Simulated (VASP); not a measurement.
# Sb: single point with PBE0(alpha)

The system is Sb.

```
Sb
1.0
    -1.87134    1.87134    1.87134
     1.87134   -1.87134    1.87134
     1.87134    1.87134   -1.87134
Sb
1
Direct
  0.00000 0.00000 0.00000
```

This isn't the form of Sb at room conditions, which is rhombohedral.

- Program: VASP 6.6.1
- Task: single point
- Functional: PBE0(alpha)
- Potentials or basis: VASP PAW PBE potentials, release 64 (Sb)
- Cutoff: 520 eV
- k mesh: 5 × 5 × 5
- Occupations: fermi-dirac, width 0.05 eV
- Spin: no spin polarisation

```
Pressure               : -2.8 GPa
Band gap on the k mesh : none (metal or under the smearing width)
```

Levels at points of the mesh, in eV from the Fermi level:
```tsv
k point	band 1	band 2	band 3	band 4	band 5	band 6	band 7
(0.00, 0.00, 0.00)	-14.80	6.56	6.56	6.56	11.42	11.42	11.42
```

Run time: 16 s on 1 thread of Intel(R) Xeon(R) 6975P-C (Granite Rapids), on a shared host, peak memory 0.14 GiB.

Caveat: the k mesh is coarse (spacing up to 0.47 Å⁻¹), so the values aren't converged, least of all with exact exchange; the PAW data sets were made with another functional, which shifts forces and pressure a little. Spin-orbit coupling is left out, which matters for the levels of Sb.
